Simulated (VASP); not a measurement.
Mo: relaxation of the atoms with PBE+dDsC

Mo:

```
Mo
1.0
    -1.56589    1.55839    1.56077
     1.58661   -1.56023    1.58333
     1.61019    1.60453   -1.56261
Mo
1
Cartesian
  0.1932 -0.1985 -0.0636
```

The cell isn't the ideal one: cell strained at random at fixed volume.

```json
{
  "Program": "VASP 6.6.1",
  "Task": "relaxation of the atoms",
  "Functional": "PBE",
  "Dispersion": "dDsC",
  "Potentials or basis": "VASP PAW PBE potentials, release 64 (Mo_sv)",
  "Cutoff": "520 eV",
  "k mesh": "9 × 9 × 9",
  "Occupations": "gaussian, width 0.1 eV",
  "Spin": "spin-orbit coupling, no magnetisation",
  "Further INCAR settings": "ALGO = Fast; EDIFF = 1e-07; IBRION = 2; EDIFFG = -0.01; NSW = 40"
}
```

| Quantity | Value |
| --- | --- |
| Pressure after relaxing | -4.4 GPa |
| Valence electrons inside the program's atomic spheres | Mo 12.47 |
| Dispersion energy per atom | -0.301 eV |

Stress tensor (GPa, compression positive):
```
-7.23 -3.08 -1.35
-3.08 -3.99 -0.07
-1.35 -0.07 -2.02
```

Final structure:
```yaml
crystal:
  lattice:
    - [-1.56589, 1.55839, 1.56077]
    - [1.58661, -1.56023, 1.58333]
    - [1.61019, 1.60453, -1.56261]
  atoms:
    - { symbol: Mo, position: [0.91568, 0.04076, 0.99781] }
```

Wall time 2.6 min on 1 thread of Intel(R) Xeon(R) 6975P-C (Granite Rapids), with other jobs on the host, peak memory 0.29 GiB.

Caveat: the relaxation stopped at its first step, so nothing moved.
